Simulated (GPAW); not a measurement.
BeS:

```
CELL_PARAMETERS angstrom
0.00000 2.42500 2.42500
2.42500 0.00000 2.42500
2.42500 2.42500 0.00000
ATOMIC_POSITIONS crystal
S 0.75000 0.75000 0.75000
Be 0.00000 0.00000 0.00000
```

Base run:

* Program: GPAW 26.7.0
* Functional: LDA
* Potentials or basis: the program's PAW data sets (release 1.2.1) made for this functional
* Cutoff: 800 eV
* Basis: pw
* k mesh: 9 × 9 × 9
* Occupations: fermi-dirac, width 0.05 eV
* Spin: no spin polarisation

Its results: band gap on the k mesh 2.99 eV, indirect (least direct gap 5.51 eV).

The run is repeated on the same cell with these changes: functional from LDA to TB-mBJ; potentials or basis from the program's PAW data sets (release 1.2.1) made for this functional to GPAW PAW data sets for LDA (gpaw-data 1.2.1). What comes out?

Band gap on the k mesh 4.24 eV, indirect (least direct gap 6.53 eV).

Caveats: an odd mesh through Γ misses points on the zone boundary, where band edges often lie; a model potential gives levels but no total energy (some runs).
